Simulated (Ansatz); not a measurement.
# SnTe: band gap under strain

Aim: follow the gap of SnTe in the rocksalt structure through these states: no strain; -2.0 % strain along z alone; +0.5 % biaxial strain in the (111) plane, free along [111]. The table at the end shows which levels were run.

Program: Ansatz 0.2.0. PAW datasets, plane waves. Spin-unpolarised throughout; all numbers are computed.

## 1. The system as given

The unstrained cell was relaxed with r2SCAN; in each strained cell the atoms were relaxed again with r2SCAN. Names of k-points are those of the unstrained zone, where strain can split equivalent points. First state: no strain.

The symmetry is Fm-3m (No. 225, cubic); conventional cell a = 6.379 Å, 32.44 Å³ an atom. Sn has 6 Te at 3.19 Å; Te has 6 Sn at 3.19 Å.

The structure in full:

```xyz
2
Lattice="0.0000 3.1893 3.1893 3.1893 0.0000 3.1893 3.1893 3.1893 0.0000" Properties=species:S:1:pos:R:3 pbc="T T T"
Sn    0.0000    0.0000    0.0000
Te    3.1893    3.1893    3.1893
```

## 2. No strain: PBE

The input, input.yaml:

```yaml
crystal:
  lattice:
    - [0.0, 3.1893303446, 3.1893303446]
    - [3.1893303446, 0.0, 3.1893303446]
    - [3.1893303446, 3.1893303446, 0.0]
  atoms:
    - { symbol: Sn, position: [0.0, 0.0, 0.0] }
    - { symbol: Te, position: [0.5, 0.5, 0.5] }
kpoints:
  mp_grid: { grid: [8, 8, 8] }
  band_path:
    path:
      - [0.0, 0.0, 0.0]
      - [0.5, 0.0, 0.5]
      - [0.625, 0.25, 0.625]
      - [0.375, 0.375, 0.75]
      - [0.5, 0.5, 0.5]
      - [0.5, 0.25, 0.75]
    npoints: 1
hamiltonian:
  xc: pbe
scf:
  occupations: { method: fermi_dirac, width: 0.02 }
  n_extra_bands: 4
output:
  forces: true
  stress: true
  eigenvalues: true
```

Further steps of the session: No strain: r2SCAN; No strain: HSE06; -2.0 % strain along z alone: PBE; -2.0 % strain along z alone: r2SCAN; -2.0 % strain along z alone: HSE06; +0.5 % biaxial strain in the (111) plane, free along [111]: PBE; +0.5 % biaxial strain in the (111) plane, free along [111]: r2SCAN; +0.5 % biaxial strain in the (111) plane, free along [111]: HSE06.

Q: Predict the outcome of this session.

**Answer**, as computed:

Least gap in eV (negative: overlap), with the change from the unstrained cell in brackets:

| state | volume change (%) | PBE | r2SCAN | HSE06 |
| --- | --- | --- | --- | --- |
| no strain | +0.0 | 0.01 | 0.15 | 0.25 |
| -2.0 % strain along z alone | -2.0 | 0.07 (+0.06) | 0.04 (-0.11) | 0.16 (-0.09) |
| +0.5 % biaxial strain in the (111) plane, free along [111] | +0.5 | -0.05 (-0.06) | 0.08 (-0.07) | 0.19 (-0.06) |

What this shows: The largest move of the HSE06 gap in the table is -0.097 eV, under -2.0 % strain along z alone. PBE and HSE06 differ by 0.24 eV on the unstrained gap, and by at most 0.16 eV on its change. Under +0.5 % biaxial strain in the (111) plane, free along [111] PBE gives no gap, or under 0.02 eV, while HSE06 has one. Spin-orbit coupling is left out of the table, though the cell holds Te (Z = 52); in an element this heavy it can shift bands and gaps by tenths of an eV.
